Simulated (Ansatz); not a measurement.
## Polarity and tunnelling in Mg/AlN/Zr

Aim: does the conductance of Mg/AlN/Zr change when the barrier's polarity is reversed? The lower electrode is Mg hcp(0001), the upper one Zr hcp(0001); the barrier is AlN zinc blende(111) (whole bilayers). In the first transport cell, after relaxation, the nearest pair of electrode and barrier is Mg–N at 2.43 Å, at a slant, at the lower face and Zr–Al at 3.28 Å, at a slant, at the upper one. All share a net of side 3.111 Å, which strains the lower electrode by -2.5 %, the upper one by -3.7 % and the barrier by +0.0 %, against typed lattice constants near PBE's. The first steps treat the bulk electrodes alone.

Program: Ansatz 0.2.0. Level of theory: PBE DFT, plane waves, PAW files, in the first sound run; inputs show where later runs differ. Results are calculated unless marked as measured.

This is a report of a sequence of runs, with most program output left out.

### 1. Set-up

The structure is hexagonal, space group P6_3/mmc (No. 194). Conventional cell: a = 3.111 Å, b = 3.111 Å, c = 5.280 Å, α = 90.00°, β = 90.00°, γ = 120.00°. Nearest to Mg lie 12 Mg at 3.11 to 3.19 Å.

### 2. Layer spacing of the electrode, electrode Mg hcp(0001)

The electrode is held to the junction's net and relaxed along the normal; its spacing is used for the ideal lead layers.

The input, input.yaml:

```yaml
crystal:
  lattice:
    - [3.111, 0.0, 0.0]
    - [-1.5555, 2.6942050312, 0.0]
    - [0.0, 0.0, 5.2799708464]
  atoms:
    - { symbol: Mg, position: [0.0, 0.0, 0.0] }
    - { symbol: Mg, position: [0.3333333333, 0.6666666667, 0.5] }
kpoints:
  mp_grid: { grid: [12, 12, 6] }
scf:
  occupations: { method: fermi_dirac, width: 0.1 }
  max_iter: 150
hamiltonian:
  xc: pbe
relax:
  f_tol: 0.01
  max_steps: 40
  cell: { fix: [a, b, angles] }
```

Launch:

```sh
$ ansatz run input.yaml --threads 4 --pin off --max-ram 12288MiB --backend cpu --events-out ev --progress --plain --runs-dir out
```

Elapsed: 2.5 s, on 4 threads of Arm Neoverse V1, shared host; peak memory 0.33 GiB.

Step by step:

```csv
step,energy less that of the first step (eV),largest force component (eV/Å),pressure (GPa),volume (Å³)
1,0.0000,0.0000,1.57,44.25
2,-0.0013,0.0000,1.86,43.91
3,-0.0015,0.0000,2.09,43.65
4,-0.0015,0.0000,2.04,43.70
5*,-0.0015,0.0000,2.04,43.70
```

Relaxation steps marked * repeat the geometry before them on a plane-wave basis chosen anew for their cell, so energy and pressure can jump there.

Forces are held to the 24 operations that the run works with; a distortion that breaks them can't arise in this run.

```csv
"conventional cell, symmetrised",before,after,change
a (Å),3.111,3.111,+0.0 %
b (Å),3.111,3.111,+0.0 %
c (Å),5.280,5.214,-1.3 %
volume (Å³/atom),22.13,21.85,-1.3 %
```

Final coordinates:

```cif
data_structure
_symmetry_space_group_name_H-M 'P 1'
_symmetry_Int_Tables_number 1
_cell_length_a 3.1110
_cell_length_b 3.1110
_cell_length_c 5.2139
_cell_angle_alpha 90.000
_cell_angle_beta 90.000
_cell_angle_gamma 120.000
_cell_volume 43.70
loop_
_atom_site_label
_atom_site_type_symbol
_atom_site_fract_x
_atom_site_fract_y
_atom_site_fract_z
_atom_site_occupancy
Mg1 Mg 0.00000 0.00000 0.00000 1
Mg2 Mg 0.33333 0.66667 0.50000 1
```

Numbers from this step:

| Item | Value |
| --- | --- |
| free energy | -3847.5983 eV |
| Fermi energy | 6.063 eV |
| pressure | 2.042 GPa |

### 3. Layer spacing of the electrode, electrode Zr hcp(0001)

System of this step: Zr. The structure is hexagonal, space group P6_3/mmc (No. 194). Conventional cell: a = 3.111 Å, b = 3.111 Å, c = 5.303 Å, α = 90.00°, β = 90.00°, γ = 120.00°. Zr has 12 Zr at 3.11 to 3.20 Å nearest.

input.yaml, the sections that differ from step 2:

```yaml
crystal:
  lattice:
    - [3.111, 0.0, 0.0]
    - [-1.5555, 2.6942050312, 0.0]
    - [0.0, 0.0, 5.3033315789]
  atoms:
    - { symbol: Zr, position: [0.0, 0.0, 0.0] }
    - { symbol: Zr, position: [0.3333333333, 0.6666666667, 0.5] }
# kpoints, scf, hamiltonian, relax: as in step 2
```

Run time: 3 s. Hardware: 4 threads; peak memory 0.37 GiB; 11 s of CPU time.

Step by step:

```csv
step,energy less that of the first step (eV),largest force component (eV/Å),pressure (GPa),volume (Å³)
1,0.0000,0.0000,4.84,44.45
2,-0.0023,0.0000,3.01,45.20
3,-0.0028,0.0000,3.50,44.99
4*,-0.0029,0.0000,3.50,44.99
```

Relaxation steps marked * repeat the geometry before them on a plane-wave basis chosen anew for their cell, so energy and pressure can jump there.

Forces are held to the 24 operations that the run works with; a distortion that breaks them can't arise in this run.

```csv
"conventional cell, symmetrised",before,after,change
a (Å),3.111,3.111,+0.0 %
b (Å),3.111,3.111,+0.0 %
c (Å),5.303,5.368,+1.2 %
volume (Å³/atom),22.23,22.50,+1.2 %
```

Final coordinates:

```xyz
2
Lattice="3.1110 0.0000 0.0000 -1.5555 2.6942 0.0000 0.0000 0.0000 5.3680" Properties=species:S:1:pos:R:3 pbc="T T T"
Zr    0.0000    0.0000    0.0000
Zr    0.0000    1.7961    2.6840
```

This step gave:

```yaml
free_energy: -8367.6436 eV
fermi_energy: 14.50 eV
pressure: 3.504 GPa
```

### 4. Relaxation, box 43.8 Å, polarity N face on the lower electrode

System of this step: Mg/AlN/Zr. The cell holds 16 atoms: 4 Mg, 4 N, 4 Al and 4 Zr. Its edges and angles: a = 3.111 Å, b = 3.111 Å, c = 43.765 Å, α = 90.0°, β = 90.0°, γ = 120.0°. Vacuum lies along c.

The starting distances are typed guesses, too rough for a quantity that is exponential in distance. A short slab in vacuum serves: only the barrier and the layers next to it are taken over, and later cells can add or drop layers in the barrier's middle. The dipole correction removes the field that unlike faces would set up across the vacuum.

The input, input.yaml:

```yaml
crystal:
  lattice:
    - [3.111, 0.0, 0.0]
    - [-1.5555, 2.6942050312, 0.0]
    - [0.0, 0.0, 43.7646296168]
  atoms:
    - { symbol: Mg, position: [0.33333333, 0.66666667, 0.1827960175] }
    - { symbol: Mg, position: [0.0, 0.0, 0.2431183702] }
    - { symbol: Mg, position: [0.33333333, 0.66666667, 0.3034407229] }
    - { symbol: Mg, position: [0.0, 0.0, 0.3637630755] }
    - { symbol: "N", position: [0.33333333, 0.66666667, 0.3915869116] }
    - { symbol: Al, position: [0.66666667, 0.33333333, 0.4060991755] }
    - { symbol: "N", position: [0.66666667, 0.33333333, 0.449635967] }
    - { symbol: Al, position: [0.0, 0.0, 0.4641482309] }
    - { symbol: "N", position: [0.0, 0.0, 0.5076850224] }
    - { symbol: Al, position: [0.33333333, 0.66666667, 0.5221972863] }
    - { symbol: "N", position: [0.33333333, 0.66666667, 0.5657340778] }
    - { symbol: Al, position: [0.66666667, 0.33333333, 0.5802463417] }
    - { symbol: Zr, position: [0.0, 0.0, 0.6354362528] }
    - { symbol: Zr, position: [0.33333333, 0.66666667, 0.696025496] }
    - { symbol: Zr, position: [0.0, 0.0, 0.7566147393] }
    - { symbol: Zr, position: [0.33333333, 0.66666667, 0.8172039825] }
kpoints:
  mp_grid: { grid: [8, 8, 1] }
scf:
  occupations: { method: fermi_dirac, width: 0.1 }
  max_iter: 150
hamiltonian:
  xc: pbe
efield:
  axis: 3
  dipole_correction: true
relax:
  f_tol: 0.04
  max_steps: 90
output:
  forces: true
```

It took 36 s on 4 threads; peak memory 0.98 GiB; 2.3 min of CPU time.

The steps of the relaxation:

```csv
step,energy less that of the first step (eV),largest force component (eV/Å)
1,0.0000,3.4416
2,-0.6570,1.9506
3,-0.9641,0.9218
4,-1.0643,0.5438
5,-1.0733,0.1003
6,-1.0743,0.0354
```

Forces are held to the 6 operations that the run works with; a distortion that breaks them can't arise in this run.

The atoms that moved most (Å):

```csv
atom,dx,dy,dz,length
Mg4,0.000,0.000,-0.510,0.510
Zr15,0.000,0.000,0.432,0.432
Mg3,0.000,0.000,-0.409,0.409
Zr13,0.000,0.000,0.404,0.404
Zr14,0.000,0.000,0.397,0.397
Zr16,0.000,0.000,0.321,0.321
Mg1,0.000,0.000,-0.315,0.315
Mg2,0.000,0.000,-0.313,0.313
```

Final coordinates:

```cif
data_structure
_symmetry_space_group_name_H-M 'P 1'
_symmetry_Int_Tables_number 1
_cell_length_a 3.1110
_cell_length_b 3.1110
_cell_length_c 43.7646
_cell_angle_alpha 90.000
_cell_angle_beta 90.000
_cell_angle_gamma 120.000
_cell_volume 366.82
loop_
_atom_site_label
_atom_site_type_symbol
_atom_site_fract_x
_atom_site_fract_y
_atom_site_fract_z
_atom_site_occupancy
Mg1 Mg 0.33333 0.66667 0.17560 1
Mg2 Mg 0.00000 0.00000 0.23596 1
Mg3 Mg 0.33333 0.66667 0.29410 1
Mg4 Mg 0.00000 0.00000 0.35212 1
N5 N 0.33333 0.66667 0.38962 1
Al6 Al 0.66667 0.33333 0.40621 1
N7 N 0.66667 0.33333 0.44920 1
Al8 Al 0.00000 0.00000 0.46440 1
N9 N 0.00000 0.00000 0.50744 1
Al10 Al 0.33333 0.66667 0.52263 1
N11 N 0.33333 0.66667 0.56574 1
Al12 Al 0.66667 0.33333 0.58193 1
Zr13 Zr 0.00000 0.00000 0.64467 1
Zr14 Zr 0.33333 0.66667 0.70510 1
Zr15 Zr 0.00000 0.00000 0.76649 1
Zr16 Zr 0.33333 0.66667 0.82454 1
```

This step gave:

```
free energy  : -28124.9773 eV
Fermi energy : 6.101 eV
```

The largest force component on a free atom ends at 0.035 eV/Å. At one or more of this run's solves the program warned of density in the dipole ramp over its bound, where dipole, forces and levels can be off.

### 5. T(E) of the junction, polarity N face on the lower electrode, gap between the electrodes 12.8 Å

This step: PBE DFT, plane waves, PAW files; ballistic transmission by layer matching between semi-infinite leads (Ansatz 0.2.0).

System of this step: Mg/AlN/Zr. The cell holds 30 atoms: 11 Mg, 4 N, 4 Al and 11 Zr. Cell: a = 3.111 Å, b = 3.111 Å, c = 79.606 Å, α = 90.0°, β = 90.0°, γ = 120.0°. Regions: left electrode, 11 atoms (11 Mg); barrier, 8 atoms (4 N and 4 Al); right electrode, 11 atoms (11 Zr). Vacuum lies along c.

The relaxed core is set between ideal electrode layers (this cell holds 8 atomic planes between the electrodes; where that differs from the relaxed slab, whole periods were copied in or cut out without a new relaxation), which the solver continues as semi-infinite leads. A wide energy window on a coarse mesh (12×12) shows where the Fermi level lies against the barrier's bands; the projected density of states shows how far the metals' states reach in.

The input, input.yaml:

```yaml
crystal:
  lattice:
    - [3.111, 0.0, 0.0]
    - [-1.5555, 2.6942050312, 0.0]
    - [0.0, 0.0, 79.6055362033]
  atoms:
    - { symbol: Mg, position: [0.0, 0.0, 0.0879335827] }
    - { symbol: Mg, position: [0.33333333, 0.66666667, 0.1206817475] }
    - { symbol: Mg, position: [0.0, 0.0, 0.1534299123] }
    - { symbol: Mg, position: [0.33333333, 0.66666667, 0.1861780771] }
    - { symbol: Mg, position: [0.0, 0.0, 0.218926242] }
    - { symbol: Mg, position: [0.33333333, 0.66666667, 0.2516744068] }
    - { symbol: Mg, position: [0.0, 0.0, 0.2844225716] }
    - { symbol: Mg, position: [0.33333333, 0.66666667, 0.3171707364] }
    - { symbol: Mg, position: [0.0, 0.0, 0.3499189012] }
    - { symbol: Mg, position: [0.33333333, 0.66666667, 0.382667066] }
    - { symbol: Mg, position: [0.0, 0.0, 0.4145658674] }
    - { symbol: "N", position: [0.33333333, 0.66666667, 0.4351803867] }
    - { symbol: Al, position: [0.66666667, 0.33333333, 0.4443041721] }
    - { symbol: "N", position: [0.66666667, 0.33333333, 0.4679357781] }
    - { symbol: Al, position: [0.0, 0.0, 0.476294692] }
    - { symbol: "N", position: [0.0, 0.0, 0.4999549539] }
    - { symbol: Al, position: [0.33333333, 0.66666667, 0.5083055875] }
    - { symbol: "N", position: [0.33333333, 0.66666667, 0.5320045402] }
    - { symbol: Al, position: [0.66666667, 0.33333333, 0.540907153] }
    - { symbol: Zr, position: [0.0, 0.0, 0.5754027841] }
    - { symbol: Zr, position: [0.33333333, 0.66666667, 0.6086207328] }
    - { symbol: Zr, position: [0.0, 0.0, 0.6423369199] }
    - { symbol: Zr, position: [0.33333333, 0.66666667, 0.6760531071] }
    - { symbol: Zr, position: [0.0, 0.0, 0.7097692943] }
    - { symbol: Zr, position: [0.33333333, 0.66666667, 0.7434854814] }
    - { symbol: Zr, position: [0.0, 0.0, 0.7772016686] }
    - { symbol: Zr, position: [0.33333333, 0.66666667, 0.8109178558] }
    - { symbol: Zr, position: [0.0, 0.0, 0.844634043] }
    - { symbol: Zr, position: [0.33333333, 0.66666667, 0.8783502301] }
    - { symbol: Zr, position: [0.0, 0.0, 0.9120664173] }
kpoints:
  mp_grid: { grid: [12, 12, 1] }
scf:
  occupations: { method: fermi_dirac, width: 0.1 }
  max_iter: 150
hamiltonian:
  xc: pbe
output:
  transmission:
    kmesh: [12, 12]
    e_range: [-4, 2]
    de: 0.1
    leads: [[4, 6], [24, 26]]
  dos: { projected: true, e_range: [-6, 5], de: 0.05 }
  write_potential: true
  write_density: true
  volumetric_format: npy
  elf: true
```

Elapsed: 3.9 min, on 4 threads; peak memory 3.7 GiB; 14 min of CPU time.

Numbers from this step:

```yaml
free_energy: -70878.2932 eV
fermi_energy: 8.221 eV
level_to_which_the_leads_are_filled: 0 eV from the Fermi level
transmission_at_the_fermi_level_a_spin_zone_mean: 0.003758
channels_of_the_lower_lead: 0.8403
channels_of_the_upper_lead: 0.7431
potential_step_in_the_lower_lead: 20.4 meV
potential_step_in_the_upper_lead: 18.5 meV
```

One spin. Table of transmission, zone mean by energy, zero at the Fermi level:

```csv
energy (eV),"transmission, zone mean"
-4.00,0.0420
-3.90,0.0823
-3.70,0.0543
-3.40,0.102
-3.30,0.140
-3.10,0.0826
-3.00,0.117
-2.90,0.0231
-2.60,0.0874
-2.30,0.00187
-2.00,0.00140
-1.70,3.0e-4
-1.40,4.7e-4
-1.10,6.6e-4
-0.90,1.8e-4
-0.60,4.3e-4
-0.30,8.3e-4
0.00,0.00376
0.30,4.6e-4
0.60,0.0213
0.90,0.0394
1.10,0.0492
1.40,0.210
1.70,0.127
2.00,0.0700
```

One spin. Open channels, zone mean against energy, zero at the Fermi level:

```csv
energy (eV),lower lead,upper lead
-4.00,0.590,0.215
-3.80,0.590,0.257
-3.60,0.590,0.257
-3.40,0.632,0.382
-3.20,0.674,0.382
-3.00,0.757,0.542
-2.80,0.757,0.833
-2.60,0.840,0.812
-2.30,0.840,0.708
-2.10,0.861,0.771
-1.90,0.958,0.826
-1.70,0.958,0.535
-1.50,0.965,0.535
-1.30,0.965,0.979
-1.10,1.05,0.938
-0.90,1.01,1.08
-0.70,0.632,1.52
-0.50,0.812,1.02
-0.30,0.882,0.771
-0.10,1.01,0.535
0.00,0.840,0.743
0.10,0.882,0.979
0.30,0.896,1.31
0.60,0.854,1.03
0.80,1.19,1.27
1.00,1.35,0.924
1.20,1.23,0.764
1.40,1.19,0.910
1.60,1.23,1.03
1.80,1.19,1.16
2.00,1.30,1.08
```

Transmission over k1 and k2. At 0.0000 eV from the Fermi level.

Ten even steps from '_' (0.0000) to '@' (0.0590):
```
==____________==________
________________________
________________________
________________________
==________....________==
@@________..::..________
====________....________
________________________
________________________
________________________
==________==____________
@@==______==@@==______==
```
Columns: k1 (b1) from -0.5 to 0.417; rows upwards: k2 (b2) from -0.5 to 0.417.

Open channels of the lower lead over k1 and k2. At 0.0000 eV from the Fermi level.

Ten even steps from '_' (0.00) to '@' (3.00):
```
**__--------__**________
------______------__@@__
----__--------__----____
----__----------__----__
**--__------------__--**
**__------------------__
****--__------------__--
--__----__----------__--
--____----__--------__--
--__@@__------______----
**________**__--------__
****------******------**
```
Columns: k1 (b1) from -0.5 to 0.417; rows upwards: k2 (b2) from -0.5 to 0.417.

Open channels of the upper lead over k1 and k2. At 0.0000 eV from the Fermi level.

Ten even steps from '_' (0.00) to '@' (2.00):
```
++____________++@@@@@@@@
________@@________@@__@@
@@________________@@@@@@
____@@__@@++@@__@@____@@
++______++@@@@++______++
++______@@@@@@@@@@______
++++______++@@@@++______
__@@____@@__@@++@@__@@__
@@@@@@@@________________
__@@__@@________@@______
++@@@@@@@@++____________
++++__@@__++++++__@@__++
```
Columns: k1 (b1) from -0.5 to 0.417; rows upwards: k2 (b2) from -0.5 to 0.417.

Projected DOS an atom over height of the atomic layer and energy from the Fermi level. Layers: Mg Mg Mg Mg Mg Mg Mg Mg Mg Mg Mg N Al N Al N Al N Al Zr Zr Zr Zr Zr Zr Zr Zr Zr Zr Zr; projections on atoms miss part of the total, and the computed bands can run out at the top of the range; a column is the mean of 2 neighbouring layers, the last of those left over.

Ten even steps from '0' (0.00 states/eV) to '9' (1.70 states/eV), each cell a mean:
```
000000000377778
000000000586666
000000000477876
000000000599899
000000000599999
000000000355569
000010000466557
100000000478888
111000001587788
111110000466655
111111000366666
111110001377777
111110013366666
111110133155553
111112343122221
111113463111111
111115543110010
111114433100000
111114333100000
111113221000000
001112211000000
000001212100000
```
Columns: height of the atomic layer (Å) from 8.3 to 71.3 (not evenly spaced); rows upwards: energy from the Fermi level (eV) from -6 to 2.

ELF in the ca plane at fractional y = 1.000, with atoms of Mg and Al and N and Zr within 0.2 Å of it. It is the smooth field of the valence electrons, not physical close to the nuclei.

Ten even steps from '0' (0.02) to '9' (0.86), each cell a mean:
```
01100059956972000001121387587247655652486586
13552037899951013332232147873133222232158862
35787312567631357874345212321221232123212321
46787410112112579995356532223421365213432224
36787411244312478985356421122321254113321123
24676225789841135653343125641232122122135631
12310048988961001111221268885245433442378884
01000059823872000001121386178347777763594287
```
Columns run along c (16.0 Å, from fractional 0.46 to 0.66 of the cell), rows up along a (3.1 Å). Atoms in or near the plane, at fractional coordinates: Al at (0.48, 0.00), N at (0.50, 0.00), Zr at (0.58, 0.00), Zr at (0.64, 0.00).

Electrostatic potential energy in the ca plane at fractional y = 1.000, with atoms of Mg and Al and N and Zr within 0.2 Å of it. With pseudopotentials it is smooth inside the atoms' cores, unlike the true potential.

Values in eV, 5 rows by 16 columns, each cell a mean:
```
  4  -6  -3 -27   4  10   9   9  -2 -49 -13   9   8   6 -36 -32
  8   1   6   6   3   9   5   6   7  -5   4   4  -1   7  -2   0
  8   7   9   5  -1   8   1   4   9   6   8   2  -7   7   7   7
  7  -3   3   2   5  10   6   7   5 -17   0   6   2   7 -11  -9
  3  -3  -4 -41   2  11  10   9  -5 -56 -18   9   9   6 -43 -39
```
Columns run along c (16.0 Å, from fractional 0.46 to 0.66 of the cell; values clipped at the 3rd and 97th percentile), rows up along a (3.1 Å). Atoms in or near the plane, at fractional coordinates: Al at (0.48, 0.00), N at (0.50, 0.00), Zr at (0.58, 0.00), Zr at (0.64, 0.00).

Valence density in the ca plane at fractional y = 1.000, with atoms of Mg and Al and N and Zr within 0.2 Å of it. It is the smooth field of the valence electrons, not physical close to the nuclei.

Ten steps, logarithmic in the rise over the least value, from '0' (0 e/Å³) to '9' (24 e/Å³), each cell a mean:
```
00004885100000000037861000000000000124554200
00000231000000000002310001000001100012332100
00000000000000000000000111100011110001111000
00000000000000000000000122210012210000000000
00000000000000000000000122110011210000111000
00000000000000000000000111100001110011222100
00002663000000000015640000000000000123443100
00005996100000000048971000000000000124554200
```
Columns run along c (16.0 Å, from fractional 0.32 to 0.53 of the cell), rows up along a (3.1 Å). Atoms in or near the plane, at fractional coordinates: Mg at (0.35, 0.00), Mg at (0.41, 0.00), Al at (0.48, 0.00), N at (0.50, 0.00).

At the Fermi level the transmission is 0.0038, as a zone mean for one spin on this coarse mesh. At the Fermi level the layers of this cell's barrier hold from 0.0049 to 0.12 states an eV and atom. In the worse lead the potential repeats within 20 meV, which the program lets pass.

(Part 1 of 3 ends here.)

[Logs are printed without paths, hosts, clocks, repeated set-up lines and the standing remarks that a program may print on its own settings, such as how far it seeks lower states.]

[Hosts, paths, dates, database ids (printed as entryN), source tags and the programs' standing remarks are cut or masked in the printed files.]
